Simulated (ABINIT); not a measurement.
Input of an ABINIT 10.8.3 (patched build) run:

Contents of run.abi:

```
# Datasets: one volume each
ndtset 7
getwfk -1
scalecart1 3*0.9795861087
scalecart2 3*0.9864848297
scalecart3 3*0.9932883884
scalecart4 3*1.0000000000
scalecart5 3*1.0066227096
scalecart6 3*1.0131594038
scalecart7 3*1.0196128224

# Pseudopotentials
pp_dirpath "./"
pseudos "Nb.GGA_PBE-JTH.xml"

# Structure
acell 2.8820459413 2.8820459413 2.8820459413 Angstrom
rprim
    -0.5773502692     0.5773502692     0.5773502692
     0.5773502692    -0.5773502692     0.5773502692
     0.5773502692     0.5773502692    -0.5773502692
ntypat 1
znucl 41
natom 1
typat 1
xred
     0.0000000000     0.0000000000     0.0000000000

# Plane-wave basis
ecut 16.0
pawecutdg 32.0

# k points
kptopt 1
ngkpt 11 11 11
nshiftk 1
shiftk 0.0 0.0 0.0

# Exchange and correlation
ixc 15

# Bands and occupations
nband 11
occopt 3
tsmear 0.00183747

# SCF cycle
nstep 100
tolvrs 1.0e-9

# Output
iomode 3
prtwf 1
prtden 0
prteig 0
prtebands 0
enunit 1
```

Potentials or basis: JTH PAW PBE v2.0.

Command:

```bash
$ abinit run.abi > log 2>&1
```

Task: What does it give for the bulk modulus?

Result: 166 GPa.

Task: What does it give for the equilibrium volume?

Result: 18.52 Å³/atom.

Energy against volume, from the lowest point:
| volume (Å³/atom) | energy (meV/atom) |
| --- | --- |
| 17.322 | 43.40 |
| 17.691 | 20.03 |
| 18.060 | 5.82 |
| 18.428 | 0.00 |
| 18.797 | 1.95 |
| 19.165 | 11.06 |
| 19.534 | 26.64 |

Caveat: pressures at fixed basis lie under the slope of the energies; the PAW data sets were made with another functional, which shifts forces and pressure a little. RPBE and its kin give volumes clearly too large for solids.

**Experimental background.**

From “Pressure effects on the electronic structure and superconductivity of (TaNb)0.67(HfZrTi)0.33 high entropy alloy”, 2019, arxiv:1910.08312, for a bulk crystal of Nb: bulk modulus 169 GPa.

Measured bulk modulus of Nb: 169 GPa (quoted in “Pressure effects on the electronic structure and superconductivity of (TaNb)0.67(HfZrTi)0.33 high entropy alloy”, 2019, arxiv:1910.08312). This calculation gives 166 GPa (-2.0 %). The fit is for a static lattice scaled at fixed shape and fixed fractional positions.
